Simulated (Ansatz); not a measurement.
Reaction (substitution at a C–O bond): `CCCCOC(C)=O` + `CC(N)=O` → `CCCCNC(C)=O` + `CC(=O)O`

Isolated molecules relaxed with PBE0-D4/def2-TZVP in Ansatz; ΔE leaves out vibrations. CCSD(T)/CBS is the MP2 limit (def2-TZVPP, def2-QZVPP) plus CCSD(T) − MP2 in def2-TZVPP, frozen cores. Functionals use def2-TZVPP. One conformer a species, not always the lowest.

```
             level  ΔE (kJ/mol)
           PBE0-D4        -20.5
        r2SCANh-D4        -17.5
           ωB97M-V        -17.6
             BHLYP        -15.0
       HF/def2-SVP        -15.8
CCSD(T)/def2-TZVPP        -18.8
     MP2/CBS(def2)        -22.6
    CCSD/CBS(def2)        -19.2
```

Q: What does CCSD(T)/CBS give? (An estimate is asked.)

A: Ansatz gave: -19.4 kJ/mol. The listed levels differ from it by -1.1, 1.9, 1.8, 4.4, 3.6, 0.6, -3.2, 0.2 kJ/mol.

Largest T1 diagnostic among the species: 0.015.

In def2-TZVPP, CCSD(T) changes the Hartree–Fock value by −6.5 kJ/mol (the triples alone add −0.3 kJ/mol) and MP2 by −9.7 kJ/mol. Leaving LDA and LC-ωPBE aside and taking each functional with its dispersion term where it has one, the values, not all of them listed here, spread over 5.3 kJ/mol, from revPBE-D4 to B97M-V.

CCSD(T)/CBS has its own doubt, a few kJ/mol and more with outer-core shells, so smaller differences from it don't rank the levels.
